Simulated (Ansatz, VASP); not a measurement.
## MgS: VASP beside Ansatz

```
Mg S
1.0
     0.00000    2.60165    2.67970
     2.60165    0.00000    2.67970
     2.60165    2.60165    0.00000
Mg S
1 1
Direct
  0.00000 0.00000 0.00000
  0.50000 0.50000 0.50000
```

Change from the starting cell: zz strain of +3 %.

Alike in both runs: task single point; functional PBE; k mesh 8 × 8 × 8; occupations fermi-dirac, width 0.01 eV; no spin polarisation.

|  | VASP | Ansatz |
| --- | --- | --- |
| version | VASP 6.6.1 | Ansatz 0.2.0 |
| potentials or method | VASP PAW PBE potentials, release 64 (Mg, S), cutoff 520 eV | all-electron LAPW, scalar-relativistic |

Ansatz gave:

- gap on the k mesh at the Fermi level (eV): 2.60
- pressure (GPa): -0.9
- largest component of the traceless stress (GPa): 1.69

Problem. What did VASP give for the same quantities?

Solution. gap on the k mesh at the Fermi level (eV): 2.59; pressure (GPa): -1.2; largest component of the traceless stress (GPa): 1.67.

Ansatz ran all-electron here, so the differences hold the error of VASP's frozen core and of both bases.

A k mesh can miss the band edges.
